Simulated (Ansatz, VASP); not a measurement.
**NaI: VASP beside Ansatz**

```
Na I
1.0
     0.00000    3.20041    3.20041
     3.20041    0.00000    3.20041
     3.20041    3.20041    0.00000
Na I
1 1
Direct
  0.00000 0.00000 0.00000
  0.50000 0.50000 0.50000
```

Alike in both runs: functional PBEsol; k mesh 6 × 6 × 6; occupations gaussian, width 0.02 eV; no spin polarisation.

Ansatz relaxed the structure, and its values are those at the end. VASP's run is a single point on that final structure, the one shown.

```csv
,VASP,Ansatz
version,VASP 6.6.1,Ansatz 0.2.0
potentials or method,"VASP PAW PBE potentials, release 64 (Na_pv, I)","scalar-relativistic, plane waves, PAW"
plane-wave cutoff (eV),520,420
valence electrons in the cell,14,26
```

VASP gave:

- gap on the k mesh at the Fermi level (eV): 3.59
- least direct gap on the mesh (eV): 3.59
- pressure (GPa): 0.1

**Question.** Estimate Ansatz's values.

**Answer.** gap on the k mesh at the Fermi level (eV): 3.60; least direct gap on the mesh (eV): 3.60; pressure (GPa): 0.0.

With one functional, cell and mesh, what is left measures potentials, basis and numerics. The two sets of potentials don't hold the same shells in valence.

Caveats: the PAW data sets were made with another functional, which shifts forces and pressure a little (VASP); spin-orbit coupling is left out, which moves the levels of the heavy elements. A hybrid or GW would open this gap; PBEsol tends to underestimate it.
